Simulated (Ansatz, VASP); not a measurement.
**PbSe: VASP beside Ansatz**

Aim: how closely do two programs agree when they are given the same cell, functional and k mesh? The cell is taken from a series of runs on this material, whose earlier steps may have relaxed, scaled, displaced or heated it; both programs get it as it stands.

Main program and level: Ansatz 0.2.0; plane waves, with VASP 6.6.1 beside it; LDA.

### Step 1. The starting structure

The cell holds 4 atoms: 2 Pb and 2 Se. Its edges and angles: a = 4.279 Å, b = 4.279 Å, c = 29.920 Å, α = 90.0°, β = 90.0°, γ = 90.0°. Vacuum lies along c.

### Step 2. VASP: zone-centre phonons, LDA

Second derivatives magnify differences that forces hide, and they need a tight electronic threshold.

Lines of VASP's logs that name or quote its potential files are left out, and so is its time.

Input file INCAR:

```
SYSTEM = PbSe
PREC = Accurate
ENCUT = 500
EDIFF = 1E-08
NELM = 120
ISMEAR = 0
SIGMA = 0.01
LREAL = .FALSE.
ALGO = Normal
GGA = PW92
NBANDS = 26
LORBIT = 11
LWAVE = .FALSE.
LCHARG = .FALSE.
ISIF = 2
IBRION = 8
LEPSILON = .TRUE.
LASPH = .TRUE.
GGA_COMPAT = .FALSE.
EFERMI = MIDGAP
NELMDL = -8
KPAR = 2
```

Input file POSCAR:

```
PbSe
1.0
    3.0259358111      3.0259358111      0.0000000000
   -3.0259358111      3.0259358111      0.0000000000
    0.0000000000      0.0000000000     29.9200163200
Pb Se
2 2
Direct
    0.0000000000      0.0000000000      0.2226346373
    0.5000000000      0.5000000000      0.3141297758
    0.5000000000      0.5000000000      0.2214693541
    0.0000000000      0.0000000000      0.3152950590
```

Input file KPOINTS:

```
Automatic mesh
0
Gamma
8 8 1
0 0 0
```

Potentials, in the order of the species: Pb_d and Se (LDA family, release 64).

Started as:

```
> mpirun -np 2 vasp_std
```

Numbers of over 12 decimals in the logs are rounded to 6 here.

Output:

```text
[banner, memory and clock lines left out]
running    2 mpi-ranks, on    1 nodes
 distrk:  each k-point on    1 cores,    2 groups
 distr:  one band on    1 cores,    1 groups

 POSCAR found type information on POSCAR PbSe
 POSCAR found :  2 types and       4 ions
|                                                                             |
|               ----> ADVICE to this user running VASP <----                  |
|                                                                             |
|     You enforced a specific xc type in the INCAR file but a different       |
|     [... a line on the potential file left out ...]
|     I HOPE YOU KNOW WHAT YOU ARE DOING!                                     |
|                                                                             |

 LDA part: xc-table for (Slater(with rela. corr.)+PW92), standard interpolation
 POSCAR, INCAR and KPOINTS ok, starting setup
 FFT: planning ... GRIDC
 FFT: planning ... GRID_SOFT
 FFT: planning ... GRID
 WAVECAR not read
 entering main loop
       N       E                     dE             d eps       ncg     rms          rms(c)
DAV:   1     0.366001556879E+03    0.36600E+03   -0.14846E+04   884   0.110E+03
DAV:   2     0.250815898893E+02   -0.34092E+03   -0.33693E+03   972   0.316E+02
DAV:   3    -0.172774911837E+02   -0.42359E+02   -0.42177E+02   990   0.136E+02
DAV:   4    -0.189601626861E+02   -0.16827E+01   -0.16716E+01  1018   0.359E+01
DAV:   5    -0.190102516953E+02   -0.50089E-01   -0.49987E-01  1010   0.574E+00
DAV:   6    -0.190121092103E+02   -0.18575E-02   -0.18572E-02  1036   0.115E+00
DAV:   7    -0.190122026788E+02   -0.93469E-04   -0.93468E-04  1134   0.210E-01
DAV:   8    -0.190122045718E+02   -0.18930E-05   -0.18928E-05  1134   0.273E-02    0.430E+00
DAV:   9    -0.183575067443E+02    0.65470E+00   -0.15342E+00  1020   0.816E+00    0.243E+00
DAV:  10    -0.183143493001E+02    0.43157E-01   -0.38775E-01   964   0.246E+00    0.118E+00
DAV:  11    -0.182985315248E+02    0.15818E-01   -0.60522E-02  1092   0.193E+00    0.218E-01
DAV:  12    -0.182961274265E+02    0.24041E-02   -0.10578E-02  1078   0.838E-01    0.931E-02
DAV:  13    -0.182952615366E+02    0.86589E-03   -0.18709E-03   990   0.213E-01    0.463E-02
DAV:  14    -0.182954631704E+02   -0.20163E-03   -0.11964E-03   874   0.117E-01    0.306E-02
[...]
DAV:  22    -0.182979381334E+02   -0.57068E-05   -0.10865E-07   884   0.174E-03    0.284E-04
DAV:  23    -0.182979469127E+02   -0.87793E-05   -0.23960E-07   712   0.124E-03    0.359E-04
DAV:  24    -0.182979478315E+02   -0.91884E-06   -0.63477E-09   836   0.415E-04    0.226E-04
DAV:  25    -0.182979490739E+02   -0.12424E-05   -0.62743E-09   664   0.302E-04    0.137E-04
DAV:  26    -0.182979491551E+02   -0.81173E-07    0.21663E-09   748   0.141E-04    0.568E-05
DAV:  27    -0.182979492833E+02   -0.12824E-06    0.18992E-09   546   0.996E-05    0.113E-05
DAV:  28    -0.182979492948E+02   -0.11487E-07    0.26153E-09   666   0.588E-05    0.415E-06
DAV:  29    -0.182979493032E+02   -0.84128E-08    0.26520E-09   568   0.349E-05
   1 F= -.18297949E+02 E0= -.18297949E+02  d E =0.000000E+00
 Linear response reoptimize wavefunctions to high precision
DAV:   1    -0.182979493061E+02   -0.28772E-08    0.26807E-09   618   0.249E-05
DAV:   2    -0.182979493061E+02    0.29104E-10    0.26726E-09   534   0.120E-05
DAV:   3    -0.182979493061E+02   -0.72760E-11    0.26740E-09   476   0.718E-06
 Linear response G [H, r] |phi>, progress :
  Direction:   1
       N       E                     dE             d eps       ncg     rms
RMM:   1    -0.149120713940E+03   -0.14912E+03    0.54926E+02  1193   0.154E+02
RMM:   2    -0.137823211983E+03    0.11298E+02   -0.43513E+01  1287   0.351E+01
RMM:   3    -0.138733877707E+03   -0.91067E+00   -0.50882E+00  1324   0.124E+01
RMM:   4    -0.138693282868E+03    0.40595E-01   -0.80607E-01  1378   0.510E+00
RMM:   5    -0.138691671611E+03    0.16113E-02   -0.69149E-02  1337   0.165E+00
RMM:   6    -0.138694884338E+03   -0.32127E-02   -0.24095E-02  1413   0.723E-01
RMM:   7    -0.138694948450E+03   -0.64113E-04   -0.64017E-03  1289   0.243E-01
RMM:   8    -0.138694640127E+03    0.30832E-03   -0.97162E-04  1442   0.106E-01
[...]
RMM:  15    -0.682598533278E+01   -0.17421E-06    0.13537E-07  1402   0.161E-04    0.153E-05
RMM:  16    -0.682598529787E+01    0.34913E-07   -0.47113E-07  1181   0.102E-04    0.917E-06
 change of polarisation eV/A/(eV/A) component  2 :    -1.174    13.203     0.000
 dielectric tensor                  component  2 :    -0.388     5.361     0.000
 Linear response to external field, progress :
  Direction:   3
       N       E                     dE             d eps       ncg     rms          rms(c)
RMM:   1    -0.217836311988E+01   -0.21784E+01   -0.77166E+00  1342   0.628E+00
RMM:   2    -0.232545132301E+01   -0.14709E+00   -0.73895E-02  1335   0.172E+00    0.322E+00
RMM:   3    -0.471956816301E+00    0.18535E+01   -0.36181E+00  1423   0.524E+00    0.965E-01
RMM:   4    -0.378723330042E+00    0.93233E-01   -0.26337E-01  1334   0.175E+00    0.511E-01
RMM:   5    -0.357921162941E+00    0.20802E-01   -0.84813E-02  1212   0.830E-01    0.217E-01
RMM:   6    -0.352484888238E+00    0.54363E-02   -0.17155E-02  1227   0.496E-01    0.140E-01
[...]
RMM:   6    -0.334679158971E+00   -0.17311E-04   -0.10280E-05  1945   0.153E-02    0.925E-04
RMM:   7    -0.334683444539E+00   -0.42856E-05   -0.34336E-06  1922   0.453E-03    0.537E-04
RMM:   8    -0.334684122160E+00   -0.67762E-06   -0.13562E-06  1853   0.205E-03    0.679E-05
RMM:   9    -0.334683672351E+00    0.44981E-06   -0.58841E-07  1932   0.863E-04    0.367E-05
RMM:  10    -0.334683912656E+00   -0.24030E-06   -0.24868E-07  1932   0.430E-04    0.133E-05
RMM:  11    -0.334683966134E+00   -0.53477E-07   -0.12999E-07  2004   0.222E-04    0.864E-06
RMM:  12    -0.334683967290E+00   -0.11559E-08   -0.38269E-08  1960   0.124E-04    0.294E-06
 first order change of Fermi-energy   0.13124E-03
 force on displaced ion       1 direction 1 :  -1.147   0.000   0.000
 Born effective charge ion    1 direction 1 :   5.165   0.000  -0.000
 Linear response progress:
  Degree of freedom:   2/  4
       N       E                     dE             d eps       ncg     rms          rms(c)
RMM:   1    -0.361651375892E+00   -0.36165E+00   -0.20862E-01  1186   0.444E+00
RMM:   2    -0.363364787621E+00   -0.17134E-02   -0.16999E-02  1205   0.984E-01    0.627E-02
RMM:   3    -0.363373091291E+00   -0.83037E-05   -0.21595E-03  1385   0.308E-01    0.378E-02
RMM:   4    -0.363267410703E+00    0.10568E-03   -0.27849E-04  1367   0.117E-01    0.186E-02
RMM:   5    -0.363272649538E+00   -0.52388E-05   -0.43225E-05  1344   0.454E-02    0.527E-03
RMM:   6    -0.363286205198E+00   -0.13556E-04   -0.90112E-06  1402   0.218E-02    0.232E-03
RMM:   7    -0.363305243691E+00   -0.19038E-04   -0.22715E-06  1366   0.898E-03    0.108E-03
RMM:   8    -0.363318030327E+00   -0.12787E-04   -0.18934E-06  1341   0.394E-03    0.461E-04
RMM:   9    -0.363321543943E+00   -0.35136E-05   -0.50998E-07  1311   0.208E-03    0.314E-04
RMM:  10    -0.363327992874E+00   -0.64489E-05   -0.78590E-08  1321   0.164E-03    0.173E-04
RMM:  11    -0.363329592252E+00   -0.15994E-05   -0.17621E-07  1434   0.918E-04    0.960E-05
RMM:  12    -0.363330010322E+00   -0.41807E-06   -0.27618E-07  1314   0.629E-04    0.586E-05
RMM:  13    -0.363330316995E+00   -0.30667E-06   -0.38963E-10  1437   0.391E-04    0.369E-05
RMM:  14    -0.363330657742E+00   -0.34075E-06    0.12392E-07  1318   0.236E-04    0.168E-05
RMM:  15    -0.363330759704E+00   -0.10196E-06   -0.43055E-08  1446   0.151E-04    0.114E-05
RMM:  16    -0.363330870151E+00   -0.11045E-06    0.45805E-08  1455   0.963E-05    0.647E-06
RMM:  17    -0.363330926316E+00   -0.56165E-07    0.13094E-08  1471   0.571E-05    0.452E-06
RMM:  18    -0.363330907214E+00    0.19102E-07   -0.44276E-08  1452   0.497E-05    0.241E-06
RMM:  19    -0.363330925361E+00   -0.18147E-07   -0.17931E-09  1472   0.322E-05    0.102E-06
RMM:  20    -0.363330924220E+00    0.11406E-08   -0.51453E-09  1341   0.256E-05    0.704E-07
 first order change of Fermi-energy  -0.43576E+00
 force on displaced ion       1 direction 3 :  -0.000  -0.000  -6.052
 Born effective charge ion    1 direction 3 :   0.000   0.000   0.294
 Linear response progress:
  Degree of freedom:   3/  4
       N       E                     dE             d eps       ncg     rms          rms(c)
RMM:   1    -0.853752051801E-01   -0.85375E-01    0.78640E-02  2207   0.109E+00
RMM:   2    -0.840633523786E-01    0.13119E-02   -0.14967E-03  1681   0.301E-01    0.772E-02
RMM:   3    -0.844000185003E-01   -0.33667E-03   -0.56012E-04  1909   0.131E-01    0.303E-02
RMM:   4    -0.845546259668E-01   -0.15461E-03   -0.77606E-05  1842   0.459E-02    0.122E-02
RMM:   5    -0.846444156652E-01   -0.89790E-04   -0.22540E-05  1961   0.257E-02    0.456E-03
RMM:   6    -0.846294409114E-01    0.14975E-04   -0.74476E-07  1926   0.783E-03    0.144E-03
RMM:   7    -0.846317882278E-01   -0.23473E-05   -0.61704E-08  1926   0.231E-03    0.405E-04
RMM:   8    -0.846324581888E-01   -0.66996E-06   -0.55073E-08  1959   0.101E-03    0.139E-04
RMM:   9    -0.846320610344E-01    0.39715E-06   -0.26256E-08  1922   0.492E-04    0.560E-05
RMM:  10    -0.846319841294E-01    0.76905E-07    0.57524E-09  2024   0.201E-04    0.190E-05
RMM:  11    -0.846320321130E-01   -0.47984E-07   -0.68345E-09  1997   0.825E-05    0.389E-06
RMM:  12    -0.846320152787E-01    0.16834E-07    0.32259E-09  1991   0.355E-05    0.121E-06
RMM:  13    -0.846320125804E-01    0.26983E-08   -0.73278E-09  1816   0.185E-05    0.948E-07
 first order change of Fermi-energy  -0.30363E-03
 force on displaced ion       3 direction 1 :  -1.743   0.000  -0.003
 Born effective charge ion    3 direction 1 :  -5.113   0.000   0.000
 Linear response progress:
  Degree of freedom:   4/  4
       N       E                     dE             d eps       ncg     rms          rms(c)
RMM:   1    -0.105531781085E+00   -0.10553E+00    0.83976E-02  1511   0.125E+00
RMM:   2    -0.104364067879E+00    0.11677E-02   -0.20886E-03  1192   0.404E-01    0.819E-02
RMM:   3    -0.104541172221E+00   -0.17710E-03   -0.10451E-03  1287   0.175E-01    0.293E-02
RMM:   4    -0.104574506173E+00   -0.33334E-04   -0.14938E-04  1368   0.672E-02    0.155E-02
RMM:   5    -0.104593058987E+00   -0.18553E-04   -0.37781E-05  1385   0.338E-02    0.710E-03
RMM:   6    -0.104581495383E+00    0.11564E-04   -0.50935E-06  1356   0.135E-02    0.227E-03
RMM:   7    -0.104578880361E+00    0.26150E-05   -0.20347E-07  1265   0.459E-03    0.746E-04
RMM:   8    -0.104578661571E+00    0.21879E-06    0.38637E-07  1230   0.224E-03    0.264E-04
RMM:   9    -0.104578181373E+00    0.48020E-06    0.34693E-08  1306   0.120E-03    0.179E-04
RMM:  10    -0.104577325670E+00    0.85570E-06   -0.14589E-07  1326   0.840E-04    0.949E-05
RMM:  11    -0.104577293809E+00    0.31860E-07   -0.73691E-08  1278   0.447E-04    0.603E-05
RMM:  12    -0.104576861938E+00    0.43187E-06    0.33697E-08  1300   0.404E-04    0.284E-05
RMM:  13    -0.104576736448E+00    0.12549E-06    0.12697E-07  1419   0.168E-04    0.167E-05
RMM:  14    -0.104576681104E+00    0.55344E-07   -0.29682E-08  1453   0.109E-04    0.104E-05
RMM:  15    -0.104576650338E+00    0.30767E-07    0.11839E-08  1440   0.900E-05    0.573E-06
RMM:  16    -0.104576631655E+00    0.18683E-07    0.11084E-09  1457   0.501E-05    0.320E-06
RMM:  17    -0.104576630247E+00    0.14077E-08   -0.46125E-08  1486   0.382E-05    0.168E-06
 first order change of Fermi-energy  -0.14092E+00
 force on displaced ion       3 direction 3 :   0.000  -0.000  -5.385
 Born effective charge ion    3 direction 3 :   0.000   0.000  -0.295
 Born effective charges drift removed
 Linear response finished
```

(Part 1 of 3 ends here.)

[Lines on the potential files, build, host, timing and source positions are cut from VASP's logs without a mark.]

[Logs are printed without paths, hosts, clocks, repeated set-up lines and the standing remarks that a program may print on its own settings, such as how far it seeks lower states.]

[Hosts, paths, dates, database ids (printed as entryN), source tags and the programs' standing remarks are cut or masked in the printed files.]
